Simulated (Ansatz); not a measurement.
Moments in FeCo

```
Fe Co
1.0
     2.85700    0.00000    0.00000
     0.00000    2.85700    0.00000
     0.00000    0.00000    2.85700
Fe Co
1 1
Cartesian
  1.4285 1.4285 1.4285
  0.0000 0.0000 0.0000
```

Atom numbers follow the list: Fe1, Co2.

The cell is COD entry 9004229, as deposited and not checked against the literature; nothing was relaxed.

Other magnetic orders may lie lower; this is the state that the run reached.

The calculation used DFT, PBE, all-electron LAPW, scalar-relativistic (Ansatz 0.2.0).

Settings: a Γ-centred 13×13×13 k mesh, Fermi–Dirac smearing of 0.05 eV, basis error target 0.25 meV/atom. PBE unless a row says otherwise.

Energies are extrapolated to zero smearing; site moments are those inside atomic spheres.

The runs: ferromagnetic start; antiferromagnetic start; no spin polarisation; spin-orbit coupling on.

(1) Tabulate energies, moments and gaps of the runs.

From crystal-made all-electron datasets, the contact spin densities (averaged over the Thomson radius about each nucleus) in the first state are Fe1 -3.17, Co2 -3.15 e/Å³ (up less down).

(2) What Fermi-contact hyperfine field is that at Fe1?

Answers

(1) 
```
                    run  E − E(first) (meV/atom)  spin moment Fe1 (μB)  spin moment Co2 (μB)  cell spin moment (μB)  gap (eV)  P (GPa)
    ferromagnetic start                        0                  2.85                  1.82                   4.55      none     -2.4
antiferromagnetic start                        0                  2.85                  1.82                   4.55      none     -2.4
   no spin polarisation                      631                     0                     0                      0      none    -20.4
 spin-orbit coupling on                        –                     –                     –                   4.54      none     -2.4
```

(2) B = (2μ0/3) μB ρs(0) = 7.769 T·Å³ × (-3.17) = -24.6 T, opposed to the magnetisation of the spin-up electrons. Orbital and dipolar fields aren't included.
